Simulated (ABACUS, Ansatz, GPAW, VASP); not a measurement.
# Fitting the PBE energy curve of Ni3Si

```cif
data_structure
_symmetry_space_group_name_H-M 'P 1'
_symmetry_Int_Tables_number 1
_cell_length_a 3.5420
_cell_length_b 3.5420
_cell_length_c 3.5420
_cell_angle_alpha 90.000
_cell_angle_beta 90.000
_cell_angle_gamma 90.000
_cell_volume 44.44
loop_
_atom_site_label
_atom_site_type_symbol
_atom_site_fract_x
_atom_site_fract_y
_atom_site_fract_z
_atom_site_occupancy
Ni1 Ni 0.50000 0.50000 0.00000 1
Ni2 Ni 0.50000 0.00000 0.50000 1
Ni3 Ni 0.00000 0.50000 0.50000 1
Si1 Si 0.00000 0.00000 0.00000 1
```

The cell was scaled at fixed shape and fractions and run with ABACUS, PseudoDojo NC SR 0.4.1 PBE standard, plane waves, cutoff 1333 eV; PBE, k mesh 8 × 8 × 8 on the cell of 4 atoms, fermi-dirac occupations of 0.05 eV, collinear spin, ferromagnetic start, no spin-orbit coupling. Energies are those that the program minimises, any entropy of the smearing included. For a metal such a mesh isn't converged to the digits shown. The magnetic state is the one that the start led to, which needn't be the lowest.

```tsv
V (Å³/atom)	energy over the lowest row (meV/atom)
10.4427	7.03
10.6649	?
10.8871	0.00
11.1093	5.48
11.3315	16.07
11.5536	31.18
11.7758	50.32
```

Fit the third-order Birch-Murnaghan form, give V0, B0 and B′, and predict the energy left open.

With y = (V0/V)^(2/3), E = E0 + (9 V0 B0/16) [(y - 1)³ B′ + (y - 1)² (6 - 4y)]. Least squares through the rows shown give V0 = 10.7849 Å³/atom, E0 = -0.63 meV, B0 = 212.5 GPa (1 eV/Å³ = 160.218 GPa) and B′ = 4.80, with a largest miss of 0.01 meV. At V = 10.6649 the form with these constants gives 0.27 meV; the run gave 0.28 meV an atom. Other set-ups at this level, from all their volumes (Å³/atom, GPa): Ansatz, Ansatz PAW (earlier soft set): V0 10.779, B0 213.1; GPAW, GPAW PAW data sets (gpaw-data 1.2.1): V0 10.884, B0 217.3; Ansatz, all-electron LAPW, scalar-relativistic: V0 10.776, B0 213.3; VASP, PBE PAW files Ni, Si, 520 eV: V0 10.778, B0 211.3.

The omitted energy is recovered almost exactly, 0.27 against 0.28 meV per atom, but this is an interpolation close to the minimum, so it tests the position of the well far more than B′. The curve rises more steeply on compression than on expansion because the overlap repulsion between closed shells and the kinetic energy of the confined electrons grow quickly as the atoms approach, while the cohesion from Ni d bonding and Ni d-Si p hybridisation fades more gradually on stretching. The same bonding accounts for the high stiffness.

The fitted volume and bulk modulus lie close to the all-electron values, which suggests that the pseudopotentials add little error here. GPAW stands apart, with a larger volume and yet a higher bulk modulus. A simple expansion along one energy curve would normally soften the solid, so the data sets or numerical settings are the likelier source. The smooth fit gives no sign of an abrupt magnetic transition in this range, but it can't tell a nonmagnetic state from a weak, smoothly varying moment.
